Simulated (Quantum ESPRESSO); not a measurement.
Here is a Quantum ESPRESSO 7.5 calculation.

pw.in

```
&CONTROL
  calculation = 'scf'
  prefix = 'pwscf'
  outdir = './tmp'
  pseudo_dir = './pseudo'
  tprnfor = .true.
  tstress = .true.
  disk_io = 'low'
/
&SYSTEM
  ibrav = 0
  celldm(1) = 8
  nat = 2
  ntyp = 2
  ecutwfc = 54
  ecutrho = 324
  nbnd = 22
  occupations = 'smearing'
  smearing = 'mp'
  degauss = 0.00999582
  nspin = 2
  starting_magnetization(1) = 0.0108
  starting_magnetization(2) = -0.0483
/
&ELECTRONS
  conv_thr = 4d-10
  electron_maxstep = 120
  mixing_beta = 0.3
/
ATOMIC_SPECIES
Zn1   65.3800 Zn.LDA_PW-JTH.UPF
Zn2   65.3800 Zn.LDA_PW-JTH.UPF
CELL_PARAMETERS alat
  0.6306960940939   0.0000000000000   0.0000000000000
 -0.3153480470469   0.5461988395518   0.0000000000000
  0.0000000000000   0.0000000000000   1.1730474918614
ATOMIC_POSITIONS crystal
Zn1    0.6666666667    0.3333333333    0.7500000000
Zn2    0.3333333333    0.6666666667    0.2500000000
K_POINTS automatic
11 11 6 0 0 0
```

Contents of pp_density.in:

```
&INPUTPP
  prefix = 'pwscf'
  outdir = './tmp'
  filplot = 'density.dat'
  plot_num = 0
/
&PLOT
  nfile = 1
  filepp(1) = 'density.dat'
  iflag = 3
  output_format = 6
  fileout = 'density.cube'
/
```

The input pp_potential.in:

```
&INPUTPP
  prefix = 'pwscf'
  outdir = './tmp'
  filplot = 'potential.dat'
  plot_num = 11
/
&PLOT
  nfile = 1
  filepp(1) = 'potential.dat'
  iflag = 3
  output_format = 6
  fileout = 'potential.cube'
/
```

pp_spin.in

```
&INPUTPP
  prefix = 'pwscf'
  outdir = './tmp'
  filplot = 'spin.dat'
  plot_num = 6
/
&PLOT
  nfile = 1
  filepp(1) = 'spin.dat'
  iflag = 3
  output_format = 6
  fileout = 'spin.cube'
/
```

Potentials or basis: JTH 2.0 LDA.

Command:

```console
$ OMP_NUM_THREADS=1 pw.x -in pw.in > pw.out
$ OMP_NUM_THREADS=1 pp.x -in pp_density.in > pp_density.out
$ OMP_NUM_THREADS=1 pp.x -in pp_potential.in > pp_potential.out
$ OMP_NUM_THREADS=1 pp.x -in pp_spin.in > pp_spin.out
```

Predict the net moment.

0.00 μB per cell.

Predict the absolute moment.

0.00 μB per cell.

Stress tensor (GPa, compression positive):
```
-9.81  0.00  0.00
 0.00 -9.81  0.00
 0.00  0.00 -8.37
```
